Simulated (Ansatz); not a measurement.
## Hf under changes of volume

One of the cells (23.523 Å³/atom); the others are scaled copies at fixed shape and fractional positions:

```
Hf
1.0
    -1.80500    1.80500    1.80500
     1.80500   -1.80500    1.80500
     1.80500    1.80500   -1.80500
Hf
1
Direct
  0.00000 0.00000 0.00000
```

This isn't the form of Hf at room conditions, which is hcp.

| Quantity | Value |
| --- | --- |
| Program | Ansatz 0.2.0 |
| Functional | LDA |
| Potentials or basis | all-electron LAPW, scalar-relativistic |
| Cutoff | 214 eV (chosen from the basis error) |
| Basis error allowed | 0.001 eV/atom |
| k mesh | 10 × 10 × 10 |
| Occupations | fermi-dirac, width 0.05 eV |
| Spin | no spin polarisation |

| volume (Å³/atom) | energy over the lowest point (meV/atom) | pressure (GPa) |
| --- | --- | --- |
| 22.112 | 0.00 | -7.8 |
| 22.582 | 25.82 | -9.6 |
| 23.052 | 56.59 | -11.2 |
| 23.523 | 91.87 | -12.6 |
| 23.993 | 131.24 | -13.9 |
| 24.464 | 174.27 | -15.1 |
| 24.934 | ? | ? |

**Question.** What does the run at 24.934 Å³/atom give?

**Answer.** Energy over the lowest point 220.57 meV/atom; pressure -16.1 GPa.

Worked out: A Birch-Murnaghan fit of order 3 (a polynomial in V^(-2/3)) to the other rows has no minimum within the range. It gives 220.57 meV/atom at 24.934 Å³/atom, against the run's 220.57, and -dE/dV = -16.3 GPa, against -16.1.

Energies are extrapolated to zero smearing.
